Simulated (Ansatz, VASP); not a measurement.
Rh in VASP and in Ansatz

Contents of INCAR:

```
PREC = Accurate ; ENCUT = 520
EDIFF = 1E-6 ; ISMEAR = -1
SIGMA = 0.08 ; LREAL = F
LASPH = T ; NELM = 60
ALGO = Normal ; ISIF = 2
LWAVE = F ; LCHARG = T
GGA = PE ; LELF = T
LVHAR = T ; NBANDS = 14
```

The input KPOINTS:

```
Automatic mesh
0
Gamma
  16 16 16
```

POSCAR

```
Rh
1.0
    0.0000000000      1.8630621781      1.8630621781
    1.8630621781      0.0000000000      1.8630621781
    1.8630621781      1.8630621781      0.0000000000
Rh
1
Direct
    0.0000000000      0.0000000000      0.0000000000
```

Input for Ansatz:

```yaml
crystal:
  lattice:
    - [0.0, 1.8630621781, 1.8630621781]
    - [1.8630621781, 0.0, 1.8630621781]
    - [1.8630621781, 1.8630621781, 0.0]
  atoms:
    - { symbol: Rh, position: [0.0, 0.0, 0.0] }
kpoints:
  mp_grid: { grid: [16, 16, 16] }
scf:
  occupations: { method: fermi_dirac, width: 0.08 }
hamiltonian:
  xc: pbe
  pseudopotentials: { kind: all_electron, lapw: { basis_error: 0.001 } }
output:
  forces: true
  stress: true
  eigenvalues: true
```

Change from the starting cell: volume scaled by 0.9405.

Alike in both runs: task single point; functional PBE; k mesh 16 × 16 × 16; occupations fermi-dirac, width 0.08 eV; no spin polarisation.

|  | VASP | Ansatz |
| --- | --- | --- |
| version | VASP 6.6.1 | Ansatz 0.2.0 |
| potentials or method | VASP PAW PBE potentials, release 64 (Rh_pv) | all-electron LAPW, scalar-relativistic |
| plane-wave cutoff (eV) | 520 | see its input |

Ansatz gave:

* pressure (GPa): 26.5

Task: Estimate VASP's values.

Result: Pressure (GPa): 26.6.

Ansatz ran all-electron here, so the differences hold the error of VASP's frozen core and of both bases.

Caveats: so large a pressure means that the cell lies far from this level's equilibrium, or that cutoff or potentials fall short (VASP).
